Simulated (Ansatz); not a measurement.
# A computed series for AgBr: pressure series

Start from AgBr in the rock salt structure (space group Fm-3m, No. 225; a = 5.841 Å).

Cell and atoms are relaxed at each pressure.

All numbers come from DFT with PBE, PAW potentials and a 420 eV plane-wave cutoff in Ansatz (a first-principles code), scalar-relativistic without spin-orbit coupling.

```csv
case,smallest direct gap,shortest interatomic distance
base,2.44 eV,2.920 Å
pressure −2 GPa,2.26 eV,2.980 Å
pressure −1 GPa,2.36 eV,2.948 Å
pressure 0.3 GPa,(withheld),(withheld)
pressure 0.7 GPa,2.49 eV,2.904 Å
pressure 1.5 GPa,2.55 eV,2.886 Å
pressure 3 GPa,2.65 eV,2.858 Å
pressure 5 GPa,2.78 eV,2.826 Å
pressure 7.5 GPa,2.92 eV,2.792 Å
pressure 10 GPa,3.05 eV,2.763 Å
```

What belongs in the blanks?


- pressure 0.3 GPa, smallest direct gap: 2.46 eV
- pressure 0.3 GPa, shortest interatomic distance: 2.913 Å

Load acts through the strain it causes; cell and atoms are relaxed under it. Whether these cells are dynamically stable was not tested. Competing high-pressure phases were not computed.
